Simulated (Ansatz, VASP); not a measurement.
**Cross-check of AlH2O2 between VASP and Ansatz**

Wanted: the spread between two codes on one cell, functional and k mesh. The structure shown is the start of the Ansatz relaxation below; VASP solves that cell, so the two are compared at the walk's first step.

Main program and level: Ansatz 0.2.0; plane waves, with VASP 6.6.1 beside it; single point at PBE.

## (1) Starting point

The cell holds 5 atoms: 1 Al, 2 O and 2 H. Cell: a = 3.210 Å, b = 3.210 Å, c = 31.465 Å, α = 90.0°, β = 90.0°, γ = 59.8°. Vacuum lies along c. The height across the vacuum is the one that the program set for its solve, not the one typed.

## (2) Ansatz: relaxation, PBE

Ansatz runs on its default PAW (the set named soft_2) files.

The two programs are compared at the cell with which this relaxation starts, whose forces are those of its first step.

The input, input.yaml:

```yaml
crystal:
  lattice:
    - [3.21003433, 0.0, 0.0]
    - [1.61358698, 2.77500585, 0.0]
    - [0.0, 0.0, 19.952505]
  atoms:
    - { symbol: Al, position: [0.31805326, 0.33294726, 0.5] }
    - { symbol: O, position: [0.0, 0.0, 0.55046123] }
    - { symbol: O, position: [0.65100051, 0.65100051, 0.44953877] }
    - { symbol: H, position: [0.08579636, 0.91255936, 0.59603995] }
    - { symbol: H, position: [0.73844115, 0.56520415, 0.40396005] }
  periodic: [true, true, false]
kpoints:
  mp_grid: { grid: [10, 10, 1] }
scf:
  occupations: { method: fermi_dirac, width: 0.05 }
hamiltonian:
  xc: pbe
  pseudopotentials: { kind: paw }
output:
  forces: true
  stress: true
relax:
  f_tol: 0.02
  max_steps: 50
  cell: {}
```

Launch:

```console
$ ansatz run input.yaml --threads 4 --pin off --max-ram 8192MiB --backend cpu --events-out ev --progress --plain --runs-dir out
```

Numbers of over 12 decimals in the logs are rounded to 6 here.

The log of the run:

```text
Warning: crystal.periodic: the lattice vector that does not repeat stood 0.000° off the slab's normal, 19.953 Å along it as the deck builds it. The run solves the slab on a vector along the normal, 31.465 Å long, with every atom where it was (on the deck's vector they left 16.12 Å outside them, and the widest stretch free of ions among them is 1.01 Å). A fractional position that the run reports is one of the run's ce [...]
crystal.periodic: the lattice vector that does not repeat stood 0.000° off the slab's normal, 19.953 Å along it as the deck builds it. The run solves the slab on a vector along the normal, 31.465 Å long, with every atom where it was (on the deck's vector they left 16.12 Å outside them, and the widest stretch free of ions among them is 1.01 Å). A fractional position that the run reports is one of the run's cell, which [...]
Engine: ansatz 0.2.0, x86_64-unknown-linux-gnu
Pseudopotentials: kind: paw
Pseudopotential: Al, paw, valence charge 3, recommended cutoff 420 eV (normal), Al.paw.azcp
Pseudopotential: O, paw, valence charge 6, recommended cutoff 420 eV (normal), O.paw.azcp
Pseudopotential: H, paw, valence charge 1, recommended cutoff 420 eV (normal), H.paw.azcp
Functional definition: PBE
  parameter kappa = 0.804
  parameter beta = 0.066725
  exchange = pbe_x(kappa = kappa, mu = beta*pi^2/3)
  correlation = pbe_c(beta = beta)
Crystal: 5 atoms, lattice volume = 280.285 Å³
Basis set: ecut = 420 eV, 5581 PW (Γ), exchange–correlation on 48×48×432 points (8 copies of the dense FFT grid, shifted against one another)
Bands: 14, of which v1, the nominal top of the filled ones, is band 9 counted from 1 (8 counted from 0)
Symmetry: 2 space group operations
Space group: C2 (ITA 5), of the structure as read, at distance tolerance 6.5e-5 Å
k-points: 31 of 100 (time reversal used)
Non-local potential: Al, projectors of the file, l = 0: 2, l = 1: 2, l = 2: 1
Non-local potential: O, projectors of the file, l = 0: 2, l = 1: 2, l = 2: 1
Non-local potential: H, projectors of the file, l = 0: 2, l = 1: 1
PAW form: soft (Blöchl's): semilocal exchange-correlation on the pseudo side does not see the compensation charge
PAW one-centre angular grid: Al, 110 points (default); XC on 64 Gauss nodes
PAW one-centre angular grid: O, 110 points (default); XC on 64 Gauss nodes
PAW one-centre angular grid: H, 110 points (default); XC on 64 Gauss nodes
Initial density: superposition of atomic densities (neutral atoms: chi_scale 0, normalization atom), corrected by the library's trained network
Initial wavefunctions: pseudopotential atomic-orbital guess
[...]
Initial wavefunctions: pseudopotential atomic-orbital guess (no wavefunctions were taken with the density)
iter 1 solved again at ethr=7.72e-7 eV; its pass at ethr=3.10e-3 eV (dr2=1.31e-4 eV) is discarded
SCF iter   1: F=—  HF=-1705.243825 eV  |F-HF|=—  |Δ(HF+E_count)|=         —  Δρ=2.06e-4  dr2=1.42e-5  ethr=7.72e-7  ⟨swp⟩=4.9  Hψ=6413  notcnv=0
preconditioner: auto → LDOS  [insulator: Δε(μ)=0.132 eV  Ē_g=12.622 eV  σ=0.050 eV  W_gap=0.58  n_scr=16 (ndim 8)  ℏωp=8.3 eV  f_vac=0.740  D(μ)=0.84/eV (n_scr^D=6)  ε∞_Penn≈1.4  β→1.0]
SCF iter   2: F=—  HF=-1705.243822 eV  |F-HF|=—  |Δ(HF+E_count)|=   2.32e-6  Δρ=5.74e-5  dr2=4.67e-6  ethr=8.36e-8  ⟨swp⟩=2.2  Hψ=718  notcnv=0
SCF iter   3: F=—  HF=-1705.243820 eV  |F-HF|=—  |Δ(HF+E_count)|=   2.27e-6  Δρ=1.71e-5  dr2=4.29e-7  ethr=2.75e-8  ⟨swp⟩=3.2  Hψ=873  notcnv=0
SCF iter   4: F=—  HF=-1705.243868 eV  |F-HF|=—  |Δ(HF+E_count)|=   4.75e-5  Δρ=2.15e-6  dr2=1.95e-8  ethr=2.53e-9  ⟨swp⟩=3.2  Hψ=846  notcnv=0
SCF iter   5: F=—  HF=-1705.243868 eV  |F-HF|=—  |Δ(HF+E_count)|=   4.32e-8  Δρ=6.16e-7  dr2=1.80e-9  ethr=1.14e-10  ⟨swp⟩=2.7  Hψ=804  notcnv=0
SCF iter   6: F=—  HF=-1705.243868 eV  |F-HF|=—  |Δ(HF+E_count)|=   1.17e-8  Δρ=1.22e-7  dr2=2.20e-10  ethr=1.06e-11  ⟨swp⟩=3.1  Hψ=834  notcnv=0
SCF iter   7: F=-1705.243868 eV  HF=-1705.243868 eV  |F-HF|=1.32e-11  |Δ(HF+E_count)|=  4.63e-10  Δρ=3.87e-8  dr2=7.73e-12  ethr=1.00e-12  ⟨swp⟩=7.6  Hψ=2754  notcnv=0
SCF 8 converged in 7 iterations: F = -1705.243868 eV  dr2 = 7.73e-12
relax step   8: F+E_penalty+E_count = -1705.24386765 eV  Δ(F+E_penalty+E_count) = +9.326e-3 eV  max|allowed force component| = 3.246e-3 eV/Å  Δτ_max = 0.0000 Å  P = -0.233 N/m  Ω = 260.622 Å³  fix = [c, alpha, beta]  reactions: c -0.000 N/m; alpha +0.000, beta +0.000 N/m/rad  stress off target by 2.37e-1 N/m on what of the cell is left free  SCF on the basis re-selected at this cell (its energy is not comparable with the rows above)  (7 SCF iters)
[...]
relax step   9: F+E_penalty+E_count = -1705.24527619 eV  Δ(F+E_penalty+E_count) = -1.409e-3 eV  max|allowed force component| = 3.095e-3 eV/Å  Δτ_max = 0.0027 Å  P = -0.013 N/m  Ω = 259.221 Å³  energy of the carried Pulay correction = +1.069e-3 eV  fix = [c, alpha, beta]  reactions: c -0.000 N/m; alpha +0.000, beta +0.000 N/m/rad  (6 SCF iters, dr2 threshold 7.37e-8 eV, accepted)
[...]
relax step  10: F+E_penalty+E_count = -1705.24416802 eV  Δ(F+E_penalty+E_count) = +1.108e-3 eV  max|allowed force component| = 3.455e-3 eV/Å  Δτ_max = 0.0000 Å  P = -0.030 N/m  Ω = 259.221 Å³  fix = [c, alpha, beta]  reactions: c -0.000 N/m; alpha +0.000, beta +0.000 N/m/rad  stress off target by 3.12e-2 N/m on what of the cell is left free  SCF on the basis re-selected at this cell (its energy is not comparable with the rows above)  (6 SCF iters)
basis re-selected at this cell: Δ(F+E_penalty+E_count) = +1.108e-3 eV, ΔP = -0.017 N/m vs the last step (what re-selecting the basis moved, of the pressure what is left beyond the Pulay correction that the steps carried, after the strain that the cell walked since its last selection, with what the two solves' SCF thresholds leave and, on support functions, any second-order correction that the steps lacked; it is no m [...]
SCF converged after 6 iterations
Free energy (F): -1705.244168 eV
Harris-Foulkes:  -1705.244168 eV  (|F-HF|=2.57e-11)
Internal energy: -1705.237492 eV  (E = F + TS)
E sigma→0 (E₀):  -1705.240830 eV
Entropy (-TS):   -0.006676 eV (-1.335 meV/atom)
Fermi energy:    -3.411753 eV
--- Per-component energies (eV) ---
  E_band       = -279.428971
  E_kinetic    = 404.092326
  E_local      = -21696.634064  (includes V_loc(G=0)·N_el)
  E_nonlocal   = 107.594367
  E_hartree    = 10611.070676
  E_xc         = -204.689504
  E_vxc        = -239.843838  (∫ρ·V_xc dr)
  E_paw        = -784.738752  (= ΣΔE_a)
  E_vpaw       = -76.781983  (= ΣTr[D̂ρ^β])
  E_aug_tail   = 0.002687  (compensation charges beyond the density's cutoff)
  E_ewald      = 9858.064771
  E_smearing   = -0.006676  (= −TS)
  E_closure    = 0.000000  (closes the sum)
  Σ components = -1705.244168   (vs F -1705.244168, Δ=0.00e0)
--- Forces (eV/Å), atoms counted from 1 ---
  atom   1  Al    -0.00019163     0.00033309    -0.00000000
  atom   2  O      0.00065924     0.00009961    -0.00199998
  atom   3  O     -0.00041749    -0.00051983     0.00199998
  atom   4  H     -0.00038628    -0.00016424     0.00345533
  atom   5  H      0.00033616     0.00025137    -0.00345533
  max |Σ_I F_I| component: 1.08e-8 eV/Å
--- 2D stress c σ (N/m, compression-positive) ---
       -0.028829       0.001359      -0.000000
        0.001359      -0.030409       0.000000
       -0.000000       0.000000      -0.000000
  P = ½ c Tr σ = -0.0296 N/m
--- Relaxed structure (8 steps of the walk, 7 accepted, 2 SCFs on fresh bases) ---
  F+E_penalty+E_count = -1705.24416802 eV   max|allowed force component| = 3.455e-3 eV/Å   (the final SCF, on the basis selected at the relaxed cell)
  cell:  # Å, volume = 259.2215 Å³
    - [3.084237, -0.00486138, 0]
    - [1.546150, 2.668700, 0]
    - [0, 0, 31.464950]
  atoms:
    - { symbol: Al, position: [0.358671, 0.292329, 0.317059] }
    - { symbol: O, position: [0.025309, -0.040994, 0.346698] }
    - { symbol: O, position: [0.691995, 0.625692, 0.287420] }
    - { symbol: H, position: [0.025360, 0.959044, 0.378965] }
    - { symbol: H, position: [0.691957, 0.625641, 0.255153] }
```

Reading the cycles: dr2 is the Hartree energy of the density residual (eV), the measure of convergence; HF is the Harris–Foulkes estimate of the energy, which meets the free energy F at convergence.

## (3) VASP: single point, PBE, start cell

The same cell, functional, mesh and smearing now go to VASP, with its own data sets.

Lines of VASP's logs that name or quote its potential files are left out, and so is its time.

The input, INCAR:

```
SYSTEM = AlH2O2
PREC = Accurate
ENCUT = 520
EDIFF = 1E-06
NELM = 120
ISMEAR = -1
SIGMA = 0.05
LREAL = .FALSE.
ALGO = Normal
GGA = PE
NBANDS = 14
LORBIT = 11
LWAVE = .FALSE.
LCHARG = .FALSE.
ISIF = 2
LDIPOL = .TRUE.
IDIPOL = 3
DIPOL = 0.5 0.5 0.317
LVHAR = .TRUE.
LASPH = .TRUE.
GGA_COMPAT = .FALSE.
NELMDL = -8
KPAR = 2
```

The input, POSCAR:

```
AlH2O2
1.0
    3.2100340000      0.0000000000      0.0000000000
    1.6135870000      2.7750060000      0.0000000000
    0.0000000000      0.0000000000     31.4649500000
Al O H
1 2 2
Direct
    0.3180531492      0.3329473882      0.3170592040
    0.0000000000      0.0000000000      0.3490576022
    0.6510006520      0.6510003942      0.2850608375
    0.0857962580      0.9125594683      0.3779599205
    0.7384413615      0.5652041833      0.2561585192
```

The input, KPOINTS:

```
Automatic mesh
0
Gamma
10 10 1
0 0 0
```

Potentials, in the order of the species: Al, O and H (PBE family, release 64).

Launch:

```console
$ mpirun -np 2 vasp_std
```

The log of the run:

```text
[banner, memory and clock lines left out]
running    2 mpi-ranks, on    1 nodes
 distrk:  each k-point on    1 cores,    2 groups
 distr:  one band on    1 cores,    1 groups

 POSCAR found type information on POSCAR AlO H
 POSCAR found :  3 types and       5 ions
 LDA part: xc-table for (Slater+PW92), standard interpolation
 POSCAR, INCAR and KPOINTS ok, starting setup
 FFT: planning ... GRIDC
 FFT: planning ... GRID_SOFT
 FFT: planning ... GRID
 WAVECAR not read
 entering main loop
       N       E                     dE             d eps       ncg     rms          rms(c)
DAV:   1     0.121995087332E+03    0.12200E+03   -0.60492E+03  1036   0.807E+02
DAV:   2    -0.994195617128E+01   -0.13194E+03   -0.12364E+03  1484   0.188E+02
DAV:   3    -0.288490103944E+02   -0.18907E+02   -0.18508E+02  1150   0.839E+01
DAV:   4    -0.292597672667E+02   -0.41076E+00   -0.40772E+00  1132   0.144E+01
DAV:   5    -0.292655577346E+02   -0.57905E-02   -0.57853E-02  1156   0.156E+00
DAV:   6    -0.292656745659E+02   -0.11683E-03   -0.11683E-03  1150   0.254E-01
DAV:   7    -0.292656781802E+02   -0.36143E-05   -0.36141E-05  1194   0.426E-02
DAV:   8    -0.292656782938E+02   -0.11365E-06   -0.11367E-06   972   0.822E-03    0.107E+01
DAV:   9    -0.261596814418E+02    0.31060E+01   -0.11701E+01  1156   0.269E+01    0.375E+00
DAV:  10    -0.261863476620E+02   -0.26666E-01   -0.67603E-01  1084   0.468E+00    0.234E+00
DAV:  11    -0.261693552977E+02    0.16992E-01   -0.96114E-02  1150   0.270E+00    0.754E-01
DAV:  12    -0.261687752022E+02    0.58010E-03   -0.30434E-02  1156   0.102E+00    0.125E-01
DAV:  13    -0.261684555933E+02    0.31961E-03   -0.25432E-03  1132   0.243E-01    0.493E-02
DAV:  14    -0.261684115413E+02    0.44052E-04   -0.14488E-04  1162   0.814E-02    0.184E-02
DAV:  15    -0.261683634006E+02    0.48141E-04   -0.51139E-05  1144   0.504E-02    0.109E-02
DAV:  16    -0.261683673086E+02   -0.39080E-05   -0.35738E-05  1192   0.308E-02    0.608E-03
DAV:  17    -0.261683961405E+02   -0.28832E-04   -0.14781E-05  1114   0.179E-02    0.349E-03
DAV:  18    -0.261684261299E+02   -0.29989E-04   -0.11782E-05   920   0.791E-03    0.235E-03
DAV:  19    -0.261684601939E+02   -0.34064E-04   -0.16980E-05   914   0.929E-03    0.200E-03
DAV:  20    -0.261684714932E+02   -0.11299E-04   -0.46036E-06   932   0.719E-03    0.127E-03
DAV:  21    -0.261684745116E+02   -0.30184E-05   -0.71207E-07   938   0.261E-03    0.704E-04
DAV:  22    -0.261684770300E+02   -0.25183E-05   -0.81488E-07   908   0.301E-03    0.567E-04
DAV:  23    -0.261684777239E+02   -0.69399E-06   -0.95290E-08   890   0.148E-03
   1 F= -.26168478E+02 E0= -.26164618E+02  d E =-.771845E-02
```

Parts of OUTCAR (step 3):

```text
ion  position               nearest neighbor table
   1  0.318  0.333  0.317-   3 2.07   2 2.07   3 2.11   2 2.11   2 2.14   3 2.14
   2  0.000  0.000  0.349-   4 0.95   1 2.07   1 2.11   1 2.14
   3  0.651  0.651  0.285-   5 0.95   1 2.07   1 2.11   1 2.14
   4  0.086  0.913  0.378-   2 0.95
   5  0.738  0.565  0.256-   3 0.95

  LATTYP: Found a base centered orthorhombic cell.
 ALAT       =     3.2014530020
 B/A-ratio  =     1.7382382133
 C/A-ratio  =     9.8283341909

 Subroutine GETGRP returns: Found  2 space group operations
 (whereof  1 operations were pure point group operations)

The static configuration has the point symmetry C_1 .
 The point group associated with its full space group is C_2 .

 Found     31 irreducible k-points:

   k-points           NKPTS =     31   k-points in BZ     NKDIM =     31   number of bands    NBANDS=     14

   dimension x,y,z NGX =    24 NGY =   24 NGZ =  240
   dimension x,y,z NGXF=    48 NGYF=   48 NGZF=  480

   ENCUT  =  520.0 eV  38.22 Ry    6.18 a.u.   5.97  5.97 58.50*2*pi/ulx,y,z

   NELECT =      17.0000    total number of electrons

 k-points in reciprocal lattice and weights: Automatic mesh
   0.00000000  0.00000000  0.00000000       0.010
   0.10000000  0.00000000  0.00000000       0.040
   0.20000000  0.00000000  0.00000000       0.040
   0.30000000  0.00000000  0.00000000       0.040
   0.40000000  0.00000000  0.00000000       0.040
   0.50000000  0.00000000  0.00000000       0.020
   0.10000000  0.10000000  0.00000000       0.020
   0.20000000  0.10000000  0.00000000       0.040
   0.30000000  0.10000000  0.00000000       0.040
[...]
-0.40000000  0.40000000  0.00000000       0.020
   0.50000000  0.50000000  0.00000000       0.010

 dipolmoment           0.000000      0.000000     -0.000008 electrons x Angstroem

 average (electrostatic) potential at core
       1 -85.5107       2 -81.0637       3 -81.0637       4 -44.8602       5 -44.8600

 E-fermi :  -1.1226

 k-point     1 :       0.0000    0.0000    0.0000
  band No.  band energies     occupation
    ...
      6      -8.6011      2.00000
      7      -8.2223      2.00000
      8      -8.0939      2.00000
      9      -3.6408      2.00000
     10      -1.9050      2.00000
     11      -0.2009      0.00000
     12       0.0892      0.00000
     13       1.5264      0.00000
     14       1.5895      0.00000

 k-point     2 :       0.1000    0.0000    0.0000
  band No.  band energies     occupation
    ...
      6      -8.7302      2.00000
      7      -8.4223      2.00000
      8      -8.1674      2.00000
      9      -3.2234      2.00000
     10      -1.6625      1.99996
     11      -0.0527      0.00000
     12       0.3613      0.00000
     13       1.7100      0.00000
     14       1.7803      0.00000

 k-point     3 :       0.2000    0.0000    0.0000
  band No.  band energies     occupation
    ...
      6      -9.0424      2.00000
      7      -8.8854      2.00000
      8      -8.1852      2.00000
      9      -2.2800      2.00000
     10      -1.0687      0.50725
     11       0.3149      0.00000
     12       1.1007      0.00000
     13       2.2352      0.00000
     14       2.3463      0.00000

  Total       -1.3568677     -1.1426102      2.5040722     -0.1842376     -0.0000926     -0.0001610
  in kB       -7.7561728     -6.5314272     14.3138622     -1.0531454     -0.0005293     -0.0009202
  external PRESSURE =       0.0087541 kB  Pullay stress =       0.0000000 kB

  energy-cutoff  :      520.00
  volume of cell :      280.29
      direct lattice vectors                 reciprocal lattice vectors
     3.210034000  0.000000000  0.000000000     0.311523180 -0.181141862  0.000000000
     1.613587000  2.775006000  0.000000000     0.000000000  0.360359581  0.000000000
     0.000000000  0.000000000 31.464950000     0.000000000  0.000000000  0.031781395

 POSITION                                       TOTAL-FORCE (eV/Angst)
 -----------------------------------------------------------------------------------
      1.55820      0.92393      9.97625        -0.036525      0.063488      0.000000
      0.00000      0.00000     10.98308        -0.077315      0.149194     -3.080163
      3.14018      1.80653      8.96942        -0.090111      0.141833      3.080163
      1.74790      2.53236     11.89249         0.098550     -0.179228      2.291984
      3.28243      1.56844      8.06001         0.105401     -0.175287     -2.291984
 -----------------------------------------------------------------------------------
    total drift:                                0.000020     -0.000029     -0.001687

  FREE ENERGIE OF THE ION-ELECTRON SYSTEM (eV)
  ---------------------------------------------------
  free  energy   TOTEN  =       -26.1684777239 eV

  energy  without entropy=      -26.1607592748  energy(sigma->0) =      -26.16461850

 vacuum level on the upper side and lower side of the slab         1.629         1.629

 total charge
# of ion       s       p       d       tot
------------------------------------------
    1        0.352   0.264   0.000   0.616
    2        1.588   3.569   0.000   5.157
    3        1.588   3.569   0.000   5.157
    4        0.623   0.147   0.000   0.770
    5        0.623   0.147   0.000   0.770
--------------------------------------------------
tot          4.774   7.695   0.000  12.469

[... 3 further parts left out ...]
```

This run has no spin polarisation. Its electron count is odd, so without a moment it is a metal by construction.

## (4) Comparison

Known differences besides the potentials themselves: Ansatz cuts the interaction across the vacuum, VASP repeats the sheet with a dipole correction; the cutoff is 420 eV in Ansatz and 520 eV in VASP. Total energies have different zeros and are not compared.

Forces (eV/Å; atoms numbered as in POSCAR):

| atom | Ansatz x, y, z | VASP x, y, z |
| --- | --- | --- |
| Al1 | -0.043, 0.075, 0.000 | -0.037, 0.063, 0.000 |
| O2 | -0.058, 0.114, -2.944 | -0.077, 0.149, -3.080 |
| O3 | -0.069, 0.108, 2.944 | -0.090, 0.142, 3.080 |
| H4 | 0.083, -0.149, 2.158 | 0.099, -0.179, 2.292 |
| H5 | 0.087, -0.147, -2.158 | 0.105, -0.175, -2.292 |

The forces differ by 72 meV/Å r.m.s., which is 5.1 % of the r.m.s. force of 1.405 eV/Å (both taken over all components). With vacuum in the cell, a pressure given here is an average over mostly empty space and none of the material.

## (5) What came out

```
r.m.s. force difference (single point, PBE, start cell) : 5.1 % of the r.m.s. force
```

What this shows: The r.m.s. force difference is 5.1 % of the r.m.s. force (single point, PBE, start cell), beyond the 3 % picked in this series as the mark of a large difference. What causes the difference of the single point, PBE, start cell pair stays open here. 1 further run of this series is not shown here. How closely two codes agree says nothing of how well the functional describes the real material.

[Lines on the potential files, build, host, timing and source positions are cut from VASP's logs without a mark.]

[Logs are printed without paths, hosts, clocks, repeated set-up lines and the standing remarks that a program may print on its own settings, such as how far it seeks lower states.]

[Hosts, paths, dates, database ids (printed as entryN), source tags and the programs' standing remarks are cut or masked in the printed files.]
